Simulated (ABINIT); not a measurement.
Runs of ABINIT 10.8.3 (patched build) on MnS. Symmetry: Fm-3m, No. 225, cubic system. The conventional cell has a = 5.209 Å, b = 5.209 Å, c = 5.209 Å, α = 90.00°, β = 90.00°, γ = 90.00°. Mn (site symmetry m-3m) is surrounded by 6 S at 2.60 Å. Around S (site symmetry m-3m) lie 6 Mn at 2.60 Å. 

```tsv
task	level	potentials or basis	k mesh	cutoff (eV)	fine-grid cutoff	most SCF steps	mesh quality	gap on the mesh (eV)	moment (μB)
single point	PBE	JTH PAW PBE v2.0	7 × 7 × 7	544	1088.46 eV	-	not flagged	none	4.69
single point	LDA	JTH PAW LDA v2.0	7 × 7 × 7	544	1088.46 eV	-	not flagged	none	4.57
band structure	LDA-PZ	JTH PAW LDA v2.0	9 × 9 × 9	544	1088.46 eV	-	not flagged	none	(b)
single point	PBEsol	JTH PAW PBE v2.0	5 × 5 × 5	544	1088.46 eV	-	coarse	none	4.56
single point	HSE06	SPMS NC PBE v1.0	3 × 3 × 3	925	-	60	coarse	(a)	5.00
```

Alike in all rows: spin collinear, ferromagnetic start; cell as given; smearing fermi-dirac 0.05 eV.

Task: Fill in the values left out.

Result: (a) 1.73; (b) 4.50.

Caveats: some runs use coarse meshes; a cell with one magnetic atom can't hold antiferromagnetic order, which such compounds often take; semilocal functionals often make such compounds metallic where correlation or magnetic order opens a gap, which also shifts bond lengths (some runs); exact exchange is summed on a coarse mesh, which widens gaps by tenths of an eV (some runs); Libxc's HSE differs a little from that of other programs (some runs); an odd mesh through Γ misses points on the zone boundary, where band edges often lie (some runs).

A gap of «none» marks a metal or a gap under the smearing width.
